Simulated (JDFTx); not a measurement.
# NaH (Fm-3m) in JDFTx: further runs

Runs on NaH. Level: PBEsol. Tasks: equation of state.

Everything below comes from runs of JDFTx 1.7.0 (patched build). Logs are shortened: lines on timing, memory, paths and dates and some standing lists are left out, and cuts for length are marked. The log counts tension as positive stress, the text compression.

### Step 1. Starting point

It takes space group Fm-3m (No. 225, cubic). Conventional cell: a = 4.880 Å, b = 4.880 Å, c = 4.880 Å, α = 90.00°, β = 90.00°, γ = 90.00°. Around Na (site symmetry m-3m) lie 6 H at 2.44 Å. H (site symmetry m-3m) has 6 Na at 2.44 Å as nearest neighbours.

### Step 2. Equation of state, PBEsol, 13.66 Å³/atom (volume scaled by 0.94)

NaH.in reads:

```
lattice Face-Centered Cubic 9.0336093696
coords-type Lattice
ion Na     0.0000000000     0.0000000000     0.0000000000 1
ion H      0.5000000000     0.5000000000     0.5000000000 1

ion-species pseudo/Na.upf
ion-species pseudo/H.upf
elec-cutoff 44 352
elec-ex-corr gga-PBEsol
kpoint-folding 9 9 9
elec-smearing Fermi 0.0018374661
elec-n-bands 10
electronic-SCF nIterations 100 energyDiffThreshold 1e-09
electronic-minimize nIterations 30 energyDiffThreshold 1e-7
forces-output-coords Cartesian

dump-name run.$VAR
dump End Ecomponents EigStats BandEigs Kpoints Forces Stress ElecDensity Dtot KEdensity
```

Potentials or basis: PseudoDojo-SR-PBEsol-0.4.1-standard with smoothed tails.

Command:

```console
> jdftx -c 1 -i NaH.in -o NaH.out
```

What it wrote:

```text
*************** JDFTx 1.7.0 (patched build) ***************

Input parsed successfully to the following command list (including defaults):
[... the input with its defaults ...]

---------- Setting up symmetries ----------

Found 48 point-group symmetries of the bravais lattice
Found 48 space-group symmetries with basis
Applied RMS atom displacement 0 bohrs to make symmetries exact.

---------- Initializing the Grid ----------
R =
[            0       4.5168       4.5168  ]
[       4.5168            0       4.5168  ]
[       4.5168       4.5168            0  ]
unit cell volume = 184.299
G =
[  -0.695534   0.695534   0.695534  ]
[   0.695534  -0.695534   0.695534  ]
[   0.695534   0.695534  -0.695534  ]
Minimum fftbox size, Smin = [  56  56  56  ]
Chosen fftbox size, S = [  56  56  56  ]

---------- Initializing tighter grid for wavefunction operations ----------
R =
[            0       4.5168       4.5168  ]
[       4.5168            0       4.5168  ]
[       4.5168       4.5168            0  ]
unit cell volume = 184.299
G =
[  -0.695534   0.695534   0.695534  ]
[   0.695534  -0.695534   0.695534  ]
[   0.695534   0.695534  -0.695534  ]
Minimum fftbox size, Smin = [  40  40  40  ]
Chosen fftbox size, S = [  40  40  40  ]

---------- Exchange Correlation functional ----------
Initalized PBEsol GGA exchange.
Initalized PBEsol GGA correlation.

---------- Setting up pseudopotentials ----------
Width of ionic core gaussian charges (only for fluid interactions / plotting) set to 0

Reading pseudopotential file 'pseudo/Na.upf':
  'Na' pseudopotential, 'PBESOL' functional
  Generated using ONCVPSP code by D. R. Hamann
  9 valence electrons, 3 orbitals, 4 projectors, 1001 radial grid points, with lMax = 1
    2S    l: 0   occupation:  2.0   eigenvalue: -2.079057
    2P    l: 1   occupation:  6.0   eigenvalue: -1.053074
    3S    l: 0   occupation:  1.0   eigenvalue: -0.099413
  Core radius for overlap checks: 1.48 bohrs.

Reading pseudopotential file 'pseudo/H.upf':
  'H' pseudopotential, 'PBESOL' functional
  Generated using ONCVPSP code by D. R. Hamann
  1 valence electrons, 1 orbitals, 3 projectors, 1001 radial grid points, with lMax = 1
    1S    l: 0   occupation:  1.0   eigenvalue: -0.232696
  Core radius for overlap checks: 0.96 bohrs.

Initialized 2 species with 2 total atoms.

Folded 1 k-points by 9x9x9 to 729 k-points.

---------- Setting up k-points, bands, fillings ----------
Reduced to 35 k-points under symmetry.
Computing the number of bands and number of electrons
Calculating initial fillings.
nElectrons:  10.000000   nBands: 10   nStates: 35

----- Setting up reduced wavefunction bases (one per k-point) -----
average nbasis = 2569.099 , ideal nbasis = 2569.194

---------- Setting up ewald sum ----------
Optimum gaussian width for ewald sums = 2.051455 bohr.
Real space sum over 1331 unit cells with max indices [  5  5  5  ]
Reciprocal space sum over 2197 terms with max indices [  6  6  6  ]

---------- Allocating electronic variables ----------
Initializing wave functions:  linear combination of atomic orbitals
Note: number of bands (10) exceeds available atomic orbitals (6)
Na pseudo-atom occupations:   s ( 2 1 )  p ( 6 )
H pseudo-atom occupations:   s ( 1 )
	FillingsUpdate:  mu: +0.164628765  nElectrons: 10.000000
LCAOMinimize: Iter:   0  F: -46.2045351948584369  |grad|_K:  2.535e-03  alpha:  1.000e+00
	FillingsUpdate:  mu: +0.100000000  nElectrons: 10.000000
LCAOMinimize: Iter:   1  F: -46.2126270877879790  |grad|_K:  4.175e-05  alpha:  7.074e-01  linmin:  1.803e-01  cgtest: -3.340e-01
	FillingsUpdate:  mu: +0.100000000  nElectrons: 10.000000
LCAOMinimize: Iter:   2  F: -46.2126293507320653  |grad|_K:  1.462e-05  alpha:  8.438e-01  linmin:  6.350e-04  cgtest:  3.516e-01
LCAOMinimize: Encountered beta<0, resetting CG.
	FillingsUpdate:  mu: +0.100000000  nElectrons: 10.000000
LCAOMinimize: Iter:   3  F: -46.2126296130434895  |grad|_K:  4.408e-07  alpha:  7.009e-01  linmin: -4.633e-04  cgtest:  2.423e-03
	FillingsUpdate:  mu: +0.100000000  nElectrons: 10.000000
LCAOMinimize: Iter:   4  F: -46.2126296133710213  |grad|_K:  3.351e-08  alpha:  9.627e-01  linmin: -2.999e-03  cgtest:  7.006e-03
LCAOMinimize: Converged (|Delta F|<1.000000e-06 for 2 iters).

-------- Electronic minimization -----------
Will mix electronic density at each iteration.
	FillingsUpdate:  mu: +0.100000000  nElectrons: 10.000000
	FillingsUpdate:  mu: +0.100000000  nElectrons: 10.000000
SCF: Cycle:  0   F: -46.221305764905779   dF: -8.676e-03   |Residual|: 2.443e-02   |deigs|: 1.420e-01
	FillingsUpdate:  mu: +0.100000000  nElectrons: 10.000000
SCF: Cycle:  1   F: -46.221532157176554   dF: -2.264e-04   |Residual|: 1.010e-02   |deigs|: 4.782e-03
	FillingsUpdate:  mu: +0.100000000  nElectrons: 10.000000
SCF: Cycle:  2   F: -46.221579364366434   dF: -4.721e-05   |Residual|: 1.283e-03   |deigs|: 1.732e-03
	FillingsUpdate:  mu: +0.100000000  nElectrons: 10.000000
SCF: Cycle:  3   F: -46.221579587488947   dF: -2.231e-07   |Residual|: 2.224e-04   |deigs|: 1.498e-04
	FillingsUpdate:  mu: +0.100000000  nElectrons: 10.000000
SCF: Cycle:  4   F: -46.221579611572139   dF: -2.408e-08   |Residual|: 3.728e-05   |deigs|: 1.282e-04
	FillingsUpdate:  mu: +0.100000000  nElectrons: 10.000000
SCF: Cycle:  5   F: -46.221579612181188   dF: -6.090e-10   |Residual|: 2.180e-05   |deigs|: 4.193e-05
	FillingsUpdate:  mu: +0.100000000  nElectrons: 10.000000
SCF: Cycle:  6   F: -46.221579612281275   dF: -1.001e-10   |Residual|: 1.972e-06   |deigs|: 3.534e-05
SCF: Converged (|Delta E|<1.000000e-09 for 2 iters).

Setting wave functions to eigenvectors of Hamiltonian

# Stress tensor in Cartesian coordinates [Eh/a0^3]:
[ -6.83457e-06            0            0  ]
[            0 -6.83457e-06            0  ]
[            0            0 -6.83457e-06  ]

# Ionic positions in lattice coordinates:
ion Na   0.000000000000000   0.000000000000000   0.000000000000000 1
ion H   0.500000000000000   0.500000000000000   0.500000000000000 1

# Forces in Cartesian coordinates:
force Na  -0.000000000000000   0.000000000000000   0.000000000000000 1
force H   0.000000000000000  -0.000000000000000   0.000000000000000 1

# Energy components:
   Eewald =      -21.8945642776948084
       EH =       18.2215462341048564
     Eloc =      -48.8733118623799712
      Enl =      -14.9206823304119016
      Exc =       -7.1058112239424442
       KE =       28.3512438480429942
-------------------------------------
     Etot =      -46.2215796122812748

IonicMinimize: Iter:   0  F: -46.221579612281275  |grad|_K:  3.126e-40
IonicMinimize: Converged (|grad|_K<1.000000e-04).

#--- Lowdin population analysis ---
# oxidation-state Na +0.579
# oxidation-state H -0.555

Dumping 'run.eigStats' ...
	eMin: -1.801322 at state 0 ( [ +0.000000 +0.000000 +0.000000 ] spin 0 )
	HOMO: +0.031677 at state 33 ( [ +0.111111 +0.444444 -0.333333 ] spin 0 )
	mu  : +0.100000
	LUMO: +0.176266 at state 9 ( [ +0.000000 +0.111111 -0.444444 ] spin 0 )
	eMax: +0.718327 at state 22 ( [ +0.000000 +0.333333 -0.333333 ] spin 0 )
	HOMO-LUMO gap: +0.144589
	Optical gap  : +0.172324 at state 9 ( [ +0.000000 +0.111111 -0.444444 ] spin 0 )
Done!
[note: mu as printed may lie anywhere between the filled and the empty levels]
```

Run time: 22 s. Hardware: 1 thread of Intel Xeon Platinum 8375C at 2.90GHz (Ice Lake), shared host; peak memory 0.09 GiB.

What came out:

| Property | Result |
| --- | --- |
| Free energy | -1257.7533 eV |
| Pressure | 0.2 GPa |
| Band gap on the k mesh | 3.93 eV, indirect (least direct gap 4.69 eV) |
| Loewdin charges | Na +0.58; H -0.56 e |

Caveat: an odd mesh through Γ misses points on the zone boundary, where band edges often lie.

### Step 3. Equation of state, PBEsol, 13.95 Å³/atom (volume scaled by 0.96)

NaH.in, as its differences from that of step 2:

```diff
@@ -1,2 +1,2 @@
-lattice Face-Centered Cubic 9.0336093696
+lattice Face-Centered Cubic 9.0972284328
 coords-type Lattice
@@ -17,2 +17,2 @@
 dump-name run.$VAR
-dump End Ecomponents EigStats BandEigs Kpoints Forces Stress ElecDensity Dtot KEdensity
+dump End Ecomponents EigStats BandEigs Kpoints Forces Stress
```

Potentials or basis: PseudoDojo-SR-PBEsol-0.4.1-standard with smoothed tails.

Command:

```console
> jdftx -c 1 -i NaH.in -o NaH.out
```

Run time: 23 s. Hardware: 1 thread of Intel Xeon Platinum 8375C at 2.90GHz (Ice Lake), shared host; peak memory 0.1 GiB.

The run converged. Its results:

```yaml
Free_energy: -1257.7531 eV
Pressure: -0.3 GPa
Band_gap_on_the_k_mesh: 3.90 eV, indirect (least direct gap 4.64 eV)
Loewdin_charges: Na +0.58; H -0.55 e
```

Caveat: an odd mesh through Γ misses points on the zone boundary, where band edges often lie.

### Step 4. Equation of state, PBEsol, 14.24 Å³/atom (volume scaled by 0.98)

NaH.in, as its differences from that of step 3:

```diff
@@ -1,2 +1,2 @@
-lattice Face-Centered Cubic 9.0972284328
+lattice Face-Centered Cubic 9.1599699219
 coords-type Lattice
```

Command:

```console
> jdftx -c 1 -i NaH.in -o NaH.out
```

It took 23 s on 1 thread of Intel Xeon Platinum 8375C at 2.90GHz (Ice Lake), shared host; peak memory 0.09 GiB.

Results (log left out):

```
Free energy            : -1257.7512 eV
Pressure               : -0.8 GPa
Band gap on the k mesh : 3.86 eV, indirect (least direct gap 4.60 eV)
Loewdin charges        : Na +0.57; H -0.55 e
```

Caveat: an odd mesh through Γ misses points on the zone boundary, where band edges often lie.

### Step 5. Equation of state, PBEsol, 14.53 Å³/atom

NaH.in, as its differences from that of step 4:

```diff
@@ -1,2 +1,2 @@
-lattice Face-Centered Cubic 9.1599699219
+lattice Face-Centered Cubic 9.2218634882
 coords-type Lattice
```

Command:

```console
> jdftx -c 1 -i NaH.in -o NaH.out
```

Run time: 24 s. Hardware: 1 thread of Intel Xeon Platinum 8375C at 2.90GHz (Ice Lake), shared host; peak memory 0.1 GiB.

Results (log left out):

| Quantity | Value |
| --- | --- |
| Free energy | -1257.7477 eV |
| Pressure | -1.2 GPa |
| Band gap on the k mesh | 3.83 eV, indirect (least direct gap 4.55 eV) |
| Loewdin charges | Na +0.57; H -0.55 e |

Caveat: an odd mesh through Γ misses points on the zone boundary, where band edges often lie.

### Step 6. Equation of state, PBEsol, 14.82 Å³/atom (volume scaled by 1.02)

NaH.in, as its differences from that of step 5:

```diff
@@ -1,2 +1,2 @@
-lattice Face-Centered Cubic 9.2218634882
+lattice Face-Centered Cubic 9.2829372116
 coords-type Lattice
```

Potentials or basis: PseudoDojo-SR-PBEsol-0.4.1-standard with smoothed tails.

Command:

```console
> jdftx -c 1 -i NaH.in -o NaH.out
```

Wall time 26 s (1 thread of Intel Xeon Platinum 8375C at 2.90GHz (Ice Lake), shared host); peak memory 0.1 GiB.

The run converged. Its results:

- Free energy: -1257.7428 eV
- Pressure: -1.5 GPa
- Band gap on the k mesh: 3.79 eV, indirect (least direct gap 4.51 eV)
- Loewdin charges: Na +0.57; H -0.55 e

Caveat: an odd mesh through Γ misses points on the zone boundary, where band edges often lie.

### Step 7. Equation of state, PBEsol, 15.11 Å³/atom (volume scaled by 1.04)

NaH.in, as its differences from that of step 6:

```diff
@@ -1,2 +1,2 @@
-lattice Face-Centered Cubic 9.2829372116
+lattice Face-Centered Cubic 9.3432177137
 coords-type Lattice
```

Command:

```console
> jdftx -c 1 -i NaH.in -o NaH.out
```

It took 27 s on 1 thread of Intel Xeon Platinum 8375C at 2.90GHz (Ice Lake), shared host; peak memory 0.1 GiB.

Results (log left out):

| Quantity | Value |
| --- | --- |
| Free energy | -1257.7366 eV |
| Pressure | -1.9 GPa |
| Band gap on the k mesh | 3.76 eV, indirect (least direct gap 4.47 eV) |
| Loewdin charges | Na +0.57; H -0.55 e |

Caveat: an odd mesh through Γ misses points on the zone boundary, where band edges often lie.

### Step 8. Equation of state, PBEsol, 15.40 Å³/atom (volume scaled by 1.06)

NaH.in, as its differences from that of step 7:

```diff
@@ -1,2 +1,2 @@
-lattice Face-Centered Cubic 9.3432177137
+lattice Face-Centered Cubic 9.4027302591
 coords-type Lattice
```

Command:

```console
> jdftx -c 1 -i NaH.in -o NaH.out
```

It took 24 s on 1 thread of Intel Xeon Platinum 8375C at 2.90GHz (Ice Lake), shared host; peak memory 0.11 GiB.

Results (log left out):

| Property | Result |
| --- | --- |
| Free energy | -1257.7293 eV |
| Pressure | -2.2 GPa |
| Band gap on the k mesh | 3.73 eV, indirect (least direct gap 4.43 eV) |
| Loewdin charges | Na +0.57; H -0.54 e |

Caveat: an odd mesh through Γ misses points on the zone boundary, where band edges often lie.

### Step 9. Equation of state, PBEsol

Potentials or basis: PseudoDojo-SR-PBEsol-0.4.1-standard with smoothed tails.

No new run: the results of the series are fitted here.

Results:

| Property | Result |
| --- | --- |
| Equilibrium volume | 13.77 Å³/atom |
| Bulk modulus | 24 GPa |
| Pressure derivative of the bulk modulus | 3.7 |

Energy against volume, from the lowest point:
```
volume (Å³/atom)  energy (meV/atom)
          13.655               0.00
          13.946               0.09
          14.236               1.04
          14.527               2.78
          14.817               5.23
          15.108               8.31
          15.398              11.99
```
